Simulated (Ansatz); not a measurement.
SbPt:

```
Pt Sb
1.0
     4.12000    0.00000    0.00000
    -2.06000    3.56802    0.00000
     0.00000    0.00000    5.47000
Pt Sb
2 2
Direct
  0.00000 0.00000 0.50000
  0.00000 0.00000 0.00000
  0.66667 0.33333 0.75000
  0.33333 0.66667 0.25000
```

Base run:

* Program: Ansatz 0.2.0
* Functional: LDA
* Potentials or basis: all-electron LAPW, scalar-relativistic
* Cutoff: 259 eV (chosen from the basis error)
* Basis error allowed: 0.002 eV/atom
* k mesh: 8 × 8 × 5
* Occupations: fermi-dirac, width 0.05 eV
* Spin: no spin polarisation

Its results: pressure 0.8 GPa.

Q: The run is repeated on the same cell with these changes: functional from LDA to PBEsol. What comes out?

A: Pressure 3.6 GPa.

PBEsol binds less tightly than LDA, so the same cell stands under more pressure.
